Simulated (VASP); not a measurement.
A run of VASP 6.6.1:

The input INCAR:

```
SYSTEM = ScAlN2
PREC = Accurate ; ENCUT = 520
EDIFF = 1E-7 ; ISMEAR = -1
SIGMA = 0.05 ; LREAL = .False.
LASPH = .True. ; NELM = 100
ALGO = Normal ; ISIF = 2
LWAVE = .False. ; LCHARG = .False.
GGA = PE ; NBANDS = 34
```

The input KPOINTS:

```
Automatic mesh
0
Gamma
  9 9 9
  0 0 0
```

POSCAR

```
ScAlN2
1.0
   -2.1994840000      2.1994840000      4.1986215000
    2.1994840000     -2.1994840000      4.1986215000
    2.1994840000      2.1994840000     -4.1986215000
Sc Al N
2 2 4
Direct
    0.0000000000      0.0000000000      0.0000000000
    0.7500000000      0.2500000000      0.5000000000
    0.5000000000      0.5000000000      0.0000000000
    0.2500000000      0.7500000000      0.5000000000
    0.7375140000      0.7375140000      0.0000000000
    0.0124860000      0.5124860000      0.5000000000
    0.2624860000      0.2624860000      0.0000000000
    0.4875140000      0.9875140000      0.5000000000
```

Potentials or basis: VASP PAW PBE potentials, release 64 (Sc_sv, Al, N).

The run is started by

```sh
$ cat potpaw_PBE.64/Sc_sv/POTCAR potpaw_PBE.64/Al/POTCAR potpaw_PBE.64/N/POTCAR > POTCAR
$ mpirun -np 1 vasp_std > vasp.out
```

Hardware: 1 thread of Intel(R) Xeon(R) Platinum 8488C (Sapphire Rapids), with other jobs on the host.

**Question.** Estimate the wall time of this run.

**Answer.** Wall time 3.9 min on 1 thread of Intel(R) Xeon(R) Platinum 8488C (Sapphire Rapids), with other jobs on the host, peak memory 0.35 GiB. Counts: scf iterations 15, k points 75.
